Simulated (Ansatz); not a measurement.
## Al2O3 (Pnnm) under several functionals

Plane-wave DFT in Ansatz with scalar-relativistic PAW potentials. The same structure was relaxed (cell and atoms, symmetry kept) in separate runs at each level. This form isn't the usual stable structure of the compound. No spin polarisation.

Problem. How do the levels LDA, PBE, r2SCAN compare?

Solution.
| level | cutoff (eV) | k mesh | V (Å³/atom) | a (Å) | b (Å) | c (Å) | gap (eV) |
| --- | --- | --- | --- | --- | --- | --- | --- |
| LDA | 420 | 6×4×8 | 13.078 | 4.593 | 9.573 | 2.975 | 3.47 |
| r2SCAN | 500 | 6×4×8 | 13.323 | 4.629 | 9.609 | 2.995 | 4.12 |
| PBE | 420 | 6×4×8 | 13.835 | 4.712 | 9.704 | 3.026 | 3.41 |

The usual order of volumes, LDA < PBE, holds here (13.078, 13.835 Å³/atom). As a rule LDA overbinds; PBE's gradient term for exchange weakens bonds. r2SCAN lies 3.7 % under PBE in volume. Each gap belongs to its own cell, so it mixes the functional's effect with that of the volume; gaps are the least found on the k mesh or on a band path.